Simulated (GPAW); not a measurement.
# Eu (Im-3m) in GPAW: convergence with convergence criteria

Aim: find how far convergence criteria must go before the results for Eu settle, at LDA. This setting moves, with any that are tied to it; all else stays.

Everything below comes from runs of GPAW 26.7.0. Logs are shortened: lines on timing, memory, paths and dates and some standing lists are left out, and cuts for length are marked. The log counts tension as positive stress, the text compression.

## 1. The crystal as given

Symmetry: Im-3m, No. 229, cubic system. Conventional cell: a = 4.606 Å, b = 4.606 Å, c = 4.606 Å, α = 90.00°, β = 90.00°, γ = 90.00°. Eu (site symmetry m-3m) has 8 Eu at 3.99 Å as nearest neighbours.

## 2. With convergence criteria density=0.001 energy=0.01 eigenstates=0.0001

The input, run.py:

```python
from ase import Atoms
from ase.dft.bandgap import bandgap
from ase.io import write
from ase.units import GPa
from gpaw import GPAW, PW

atoms = Atoms(['Eu'],
              cell=[[-2.303, 2.303, 2.303],
                    [2.303, -2.303, 2.303],
                    [2.303, 2.303, -2.303]],
              scaled_positions=[[0.0, 0.0, 0.0]],
              pbc=True)
atoms.set_initial_magnetic_moments([7.0])

calc = GPAW(mode=PW(800),
            xc='LDA',
            kpts={'size': (6, 6, 6), 'gamma': True},
            occupations={'name': 'fermi-dirac', 'width': 0.05},
            nbands=20,
            convergence={'density': 0.001, 'energy': 0.01, 'eigenstates': 0.0001},
            maxiter=100,
            txt='gpaw.txt')
atoms.calc = calc
energy = atoms.get_potential_energy()
forces = atoms.get_forces()
stress = atoms.get_stress()
calc.write('gs.gpw')
write('result.traj', atoms)
print(f'Energy: {energy:.6f} eV')
print('Forces (eV/A):')
print(forces.round(4))
print('Stress (GPa):', (stress / GPa).round(3))
print('Moments:', calc.get_magnetic_moments().round(3))
print('Fermi level:', round(calc.get_fermi_level(), 4), 'eV')
print(f'Gap: {bandgap(calc)[0]:.4f} eV, direct: {bandgap(calc, direct=True)[0]:.4f} eV')
```

Potentials or basis: the program's PAW data sets (release 1.2.1) made for this functional, pw.

On the command line:

```bash
> OMP_NUM_THREADS=1 python run.py
```

Wall time 29 s (1 thread of Intel Xeon Platinum 8488C (Sapphire Rapids), shared host); peak memory 0.21 GiB.

What came out:

```yaml
Free_energy: -9.8327 eV
Pressure: -3.5 GPa
Band_gap_on_the_k_mesh: none (metal or under the smearing width)
Net_moment: 7.35 μB per cell
Site_moments: Eu +6.72 μB
```

## 3. With convergence criteria default

run.py: that of step 2 with these lines changed.

```diff
@@ -19,3 +19,2 @@
             nbands=20,
-            convergence={'density': 0.001, 'energy': 0.01, 'eigenstates': 0.0001},
             maxiter=100,
```

Potentials or basis: the program's PAW data sets (release 1.2.1) made for this functional, pw.

On the command line:

```bash
> OMP_NUM_THREADS=1 python run.py
```

Run time: 42 s. Hardware: 1 thread of Intel Xeon Platinum 8488C (Sapphire Rapids), shared host; peak memory 0.21 GiB.

Results (log left out):

| Item | Value |
| --- | --- |
| Free energy | -9.8327 eV |
| Pressure | -3.6 GPa |
| Band gap on the k mesh | none (metal or under the smearing width) |
| Net moment | 7.35 μB per cell |
| Site moments | Eu +6.72 μB |

## 4. With convergence criteria density=1e-05 energy=1e-05

run.py: that of step 3 with these lines changed.

```diff
@@ -19,2 +19,3 @@
             nbands=20,
+            convergence={'density': 1e-05, 'energy': 1e-05},
             maxiter=100,
```

On the command line:

```bash
> OMP_NUM_THREADS=1 python run.py
```

It took 48 s on 1 thread of Intel Xeon Platinum 8488C (Sapphire Rapids), shared host; peak memory 0.21 GiB.

It converged, with:

- Free energy: -9.8327 eV
- Pressure: -3.6 GPa
- Band gap on the k mesh: none (metal or under the smearing width)
- Net moment: 7.35 μB per cell
- Site moments: Eu +6.72 μB

## 5. With convergence criteria density=1e-05 forces=0.0001

run.py: that of step 4 with these lines changed.

```diff
@@ -19,3 +19,3 @@
             nbands=20,
-            convergence={'density': 1e-05, 'energy': 1e-05},
+            convergence={'density': 1e-05, 'forces': 0.0001},
             maxiter=100,
```

On the command line:

```bash
> OMP_NUM_THREADS=1 python run.py
```

Wall time 51 s (1 thread of Intel Xeon Platinum 8488C (Sapphire Rapids), shared host); peak memory 0.21 GiB.

It converged, with:

- Free energy: -9.8327 eV
- Pressure: -3.6 GPa
- Band gap on the k mesh: none (metal or under the smearing width)
- Net moment: 7.35 μB per cell
- Site moments: Eu +6.72 μB

## 6. With convergence criteria density=1e-06 energy=1e-06 eigenstates=1e-10

run.py: that of step 5 with these lines changed.

```diff
@@ -19,3 +19,3 @@
             nbands=20,
-            convergence={'density': 1e-05, 'forces': 0.0001},
+            convergence={'density': 1e-06, 'energy': 1e-06, 'eigenstates': 1e-10},
             maxiter=100,
```

Potentials or basis: the program's PAW data sets (release 1.2.1) made for this functional, pw.

On the command line:

```bash
> OMP_NUM_THREADS=1 python run.py
```

gpaw.txt:

```text
__  _  _
 | _ |_)|_||  |
 |__||  | ||/\| - 26.7.0

Input parameters:
  mode=PW(ecut=800.0),
  convergence={'density': 1e-06, 'energy': 1e-06, 'eigenstates': 1e-10},
  kpts=MonkhorstPack(size=(6, 6, 6), gamma=True),
  maxiter=100,
  nbands=20,
  occupations=Occupations(name='fermi-dirac', width=0.05),
  xc=XC(name='LDA')

Diagonalizing LCAO Hamiltonian
Converting LCAO to pw mode

       Eu

Atoms  # Å, Bohr magnetons
|   | symbol |        x |        y |        z |    initial magnetic moments |
|---|--------|----------|----------|----------|-----------------------------|
| 0 |     Eu | 0.000000 | 0.000000 | 0.000000 | ( 0.0000,  0.0000,  7.0000) |

Unit cell  # Å
| periodic |         x |         y |         z |  lengths |     angles |
|----------|-----------|-----------|-----------|----------|------------|
|      yes | -2.303000 |  2.303000 |  2.303000 | 3.988913 | 109.471221 |
|      yes |  2.303000 | -2.303000 |  2.303000 | 3.988913 | 109.471221 |
|      yes |  2.303000 |  2.303000 | -2.303000 | 3.988913 | 109.471221 |

Number of symmetries: 48
Symmetry operations  # r_c * U_cc + t_c -> r_c
|    | kind |            matrix            |
|----|------|------------------------------|
|  0 |  σ   |  1, 1, 1,  0, 0,-1,  0,-1, 0 |
|  1 |  C4  |  1, 1, 1,  0, 0,-1, -1, 0, 0 |
|  2 |  C2  |  1, 1, 1,  0,-1, 0,  0, 0,-1 |
|  3 |  S6  |  1, 1, 1,  0,-1, 0, -1, 0, 0 |
|  4 |  S6  |  1, 1, 1, -1, 0, 0,  0, 0,-1 |
|  5 |  C4  |  1, 1, 1, -1, 0, 0,  0,-1, 0 |
|  6 |  E   |  1, 0, 0,  0, 1, 0,  0, 0, 1 |
|  7 |  σ   |  1, 0, 0,  0, 1, 0, -1,-1,-1 |
|  8 |  σ   |  1, 0, 0,  0, 0, 1,  0, 1, 0 |
|  9 |  C3  |  1, 0, 0,  0, 0, 1, -1,-1,-1 |
| 10 |  C3  |  1, 0, 0, -1,-1,-1,  0, 1, 0 |
| 11 |  σ   |  1, 0, 0, -1,-1,-1,  0, 0, 1 |
| 12 |  σ   |  0, 1, 0,  1, 0, 0,  0, 0, 1 |
| 13 |  C2  |  0, 1, 0,  1, 0, 0, -1,-1,-1 |
[... 148 lines left out ...]
|iter:   2| |   -9.869088 | -1.08 | -0.49 |  +6.9488|
|iter:   3| |   -9.856581 | -3.22 | -1.38 |  +6.9599|
|iter:   4| |   -9.888152 | -1.90 | -1.42 |  +7.0590|
|iter:   5| |   -9.866715 | -3.61 | -1.11 |  +7.1407|
|iter:   6| |   -9.823312 | -2.32 | -1.19 |  +7.1682|
|iter:   7| |   -9.823409 | -3.98 | -2.16 |  +7.1837|
|iter:   8| |   -9.824733 | -4.20 | -2.26 |  +7.2577|
|iter:   9| |   -9.824701 | -5.03 | -2.38 |  +7.2827|
|iter:  10| |   -9.824574 | -4.31 | -2.56 |  +7.3348|
|iter:  11| |   -9.824542 | -5.88 | -3.02 |  +7.3468|
|iter:  12| |   -9.824539 | -6.48 | -3.14 |  +7.3498|
|iter:  13| |   -9.824546c| -6.91 | -3.51 |  +7.3492|
|iter:  14| |   -9.824550c| -7.20 | -3.73 |  +7.3494|
|iter:  15| |   -9.824552c| -7.71 | -4.15 |  +7.3494|
|iter:  16| |   -9.824553c| -8.81 | -4.87 |  +7.3494|
|iter:  17| |   -9.824553c|-10.50c| -5.89 |  +7.3494|
|iter:  18| |   -9.824553c|-11.14c| -6.43c|  +7.3494|

Converged in 18 steps
Energy contributions relative to reference atoms: (reference = -294879.930901)

Energy contributions:
  Kinetic:          11.046840
  Coulomb:          -8.994754
  Zero:             -0.011263
  External:          0.000000
  Xc:              -11.857211
  Entropy:          -0.016330
  Spinorbit:         0.000000
  ----------------------------
  Free energy:      -9.832718
  Extrapolated:     -9.824553

dipole moment: (-12.704650, -12.704650, -12.704650)  # |e|*Ang

Total magnetic moment: (0.000000, 0.000000, 7.349393)

Local magnetic moments
|        x |        y |        z |
|----------|----------|----------|
| 0.000000 | 0.000000 | 6.722585 |  # Eu   0

Fermi level: 5.197
Eigenvalues  # (at kpt = [0.000, 0.000, 0.000])
| band index |      eig [eV] | occ [0-1] |      eig [eV] | occ [0-1] |
|------------|---------------|-----------|---------------|-----------|
|          0 |       -36.480 |     1.000 |       -33.499 |     1.000 |
|          1 |       -15.151 |     1.000 |       -12.843 |     1.000 |
|          2 |       -15.151 |     1.000 |       -12.843 |     1.000 |
|          3 |       -15.151 |     1.000 |       -12.843 |     1.000 |
|          4 |         1.029 |     1.000 |         1.686 |     1.000 |
|          5 |         4.636 |     1.000 |         7.748 |     0.000 |
[... 8 lines left out ...]
|         14 |         6.792 |     0.000 |         9.388 |     0.000 |
|         15 |         8.322 |     0.000 |         9.388 |     0.000 |
|        ... |               |           |               |           |
|         19 |        14.053 |     0.000 |        14.946 |     0.000 |

No gap
No difference between direct/indirect transitions

Forces  # eV/Ang
|       x |       y |       z |
|---------|---------|---------|
| 0.00000 | 0.00000 | 0.00000 |  # Eu   0

Stress tensor  # eV/Ang^3
|        x |         y |         z |
|----------|-----------|-----------|
| 0.022359 |  0.000000 |  0.000000 |
| 0.000000 |  0.022359 | -0.000000 |
| 0.000000 | -0.000000 |  0.022359 |

# Writing to gs.gpw (mode='')
```

stdout:

```text
Energy: -9.824553 eV
Forces (eV/A):
[[0. 0. 0.]]
Stress (GPa): [ 3.582  3.582  3.582 -0.     0.     0.   ]
Moments: [6.723]
Fermi level: 5.1966 eV
Gap: 0.0000 eV, direct: 0.0000 eV
```

Run time: 58 s. Hardware: 1 thread of Intel Xeon Platinum 8488C (Sapphire Rapids), shared host; peak memory 0.21 GiB.

What came out:

* Free energy: -9.8327 eV
* Pressure: -3.6 GPa
* Band gap on the k mesh: none (metal or under the smearing width)
* Net moment: 7.35 μB per cell
* Site moments: Eu +6.72 μB

## 7. Result

```tsv
convergence criteria	energy less the tightest run, at zero smearing (meV/atom)	pressure (GPa)	SCF cycles	CPU time (s)	peak memory (GiB)
density=0.001 energy=0.01 eigenstates=0.0001	0.01	-3.50	11	29	0.21
default	0.00	-3.58	15	42	0.21
density=1e-05 energy=1e-05	0.00	-3.58	17	48	0.21
density=1e-05 forces=0.0001	0.00	-3.58	18	51	0.21
density=1e-06 energy=1e-06 eigenstates=1e-10	0.00	-3.58	18	58	0.21
```

Against the tightest run, the energy stays within 1 meV/atom from density=0.001 energy=0.01 eigenstates=0.0001 on; the pressure stays within 0.1 GPa from density=0.001 energy=0.01 eigenstates=0.0001 on. The tightest run that finished is the yardstick and may itself not be fully converged.

Caveats: one-centre terms of the f shell are cut off; spin-orbit coupling is left out, which moves the levels of the heavy elements.
